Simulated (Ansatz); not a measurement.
**Strain and field gradients in SiNi3**

Cell: a structure deposited in the COD, whose atoms a relaxation with PBE at fixed cell left in place.

```yaml
crystal:
  lattice:
    - [3.55110, 0.00000, 0.00000]
    - [0.00000, 3.55110, 0.00000]
    - [0.00000, 0.00000, 3.55110]
  atoms:
    - { symbol: Si, position: [0.00000, 0.00000, 0.00000] }
    - { symbol: Ni, position: [0.00000, 0.50000, 0.50000] }
    - { symbol: Ni, position: [0.50000, 0.00000, 0.50000] }
    - { symbol: Ni, position: [0.50000, 0.50000, 0.00000] }
```

Atom numbers follow the list; atoms alike are taken as one site, whose name carries the number of the first.

The numbers come from a DFT calculation in Ansatz (PBE, plane waves and PAW, scalar-relativistic, collinear spin, 420 eV cutoff, Γ-centred 13×13×13 k-points, Fermi–Dirac smearing 0.05 eV). Start moments as typed (μB): 1.5 on each Ni, none on the rest.

The cell is stretched along z (the third Cartesian axis of the run's cell), x and y held, and the ions relax again each time.

1 of the 2 sets of like atoms is followed.

| strain along z (%) | Si: V along z (10²¹ V/m²) |
| --- | --- |
| -3 | -0.07 |
| -2 | -0.06 |
| -1 | -0.05 |
| 0 | 0.00 |
| +1 | 0.03 |
| +2 | ? |
| +3 | 0.14 |

Q: Estimate the row at +2 % from the others.

A: Si: 0.08. Worked for Si: a straight line through the other 6 rows has a slope of 0.035 × 10²¹ V/m² per per cent of strain and gives 0.08 at +2 %, against 0.08 from the run; over all rows the step per per cent runs from 0.010 at the compressed end to 0.058 at the stretched end, so the response isn't a straight line. Without strain Si sits on a cubic site without a gradient, so the whole gradient comes from the strain.

At this cell the PBE pressure is -7 GPa, so with PBE the cell would shrink if it were relaxed. The entry's cell may itself be off. The start moments die out, and the run ends without spin.
